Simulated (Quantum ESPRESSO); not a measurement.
TiB2, 3 atoms in the cell. The structure is hexagonal, space group P6/mmm (No. 191). The conventional cell has a = 3.029 Å, b = 3.029 Å, c = 3.228 Å, α = 90.00°, β = 90.00°, γ = 120.00°. Around Ti (site symmetry 6/mmm) lie 12 B at 2.38 Å. B (site symmetry -6m2) has 3 B at 1.75 Å as nearest neighbours. 

* Program: Quantum ESPRESSO 7.5
* Task: relaxation of cell and atoms
* Functional: PBEsol
* Potentials or basis: GBRV 1.5 PBEsol
* Cutoff: 707 eV
* Density cutoff: 5633 eV
* k mesh: 10 × 10 × 8
* Occupations: fermi-dirac, width 0.05 eV
* Spin: no spin polarisation
* Target pressure: 5 GPa
* Mixing beta: 0.5
* Most SCF iterations: 120
* SCF threshold: 6e-10 Ry
* Most ionic steps: 40
* Forc conv thr: 0.0004 Ry/bohr
* Etot conv thr: 1e-05 Ry
* Ion dynamics: bfgs
* Cell dynamics: bfgs
* Press conv thr: 0.3 kbar

Potentials or basis: GBRV 1.5 PBEsol.

The run is started by

```sh
$ OMP_NUM_THREADS=1 mpirun -n 2 pw.x -nk 2 -in pw.in > pw.out
```

Hardware: 2 MPI ranks on Intel(R) Xeon(R) Platinum 8259CL CPU @ 2.50GHz (Skylake/Cascade Lake), on a shared host.

Task: Estimate the wall time of this run.

Result: Run time: 70 s on 2 MPI ranks on Intel(R) Xeon(R) Platinum 8259CL CPU @ 2.50GHz (Skylake/Cascade Lake), with other jobs on the host, peak memory 0.22 GiB a rank. Counts: scf iterations 45, k pools 2, bands 15, ion steps 5, k points 70, g dense 24573.
